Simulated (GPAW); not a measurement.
W:

```
CELL_PARAMETERS angstrom
-1.58234 1.58234 1.58234
1.58234 -1.58234 1.58234
1.58234 1.58234 -1.58234
ATOMIC_POSITIONS crystal
W 0.00000 0.00000 0.00000
```

Base run:

| Quantity | Value |
| --- | --- |
| Program | GPAW 26.7.0 |
| Functional | LDA |
| Potentials or basis | the program's PAW data sets (release 1.2.1) made for this functional |
| Cutoff | 600 eV |
| Basis | pw |
| k mesh | 12 × 12 × 12 |
| Occupations | fermi-dirac, width 0.05 eV |
| Spin | no spin polarisation |
| Hubbard terms | W d U = 6 eV |

Its results: band gap on the k mesh none (metal or under the smearing width); pressure 2.7 GPa.

**Question.** The run is repeated on the same cell with these changes: hubbard terms from W d U = 6 eV to W d U = 8 eV. What comes out?

**Answer.** Band gap on the k mesh none (metal or under the smearing width); pressure 9.8 GPa.

Caveats: U without spin polarisation on a metal has little footing; the U is typed as a test and isn't derived for this compound.
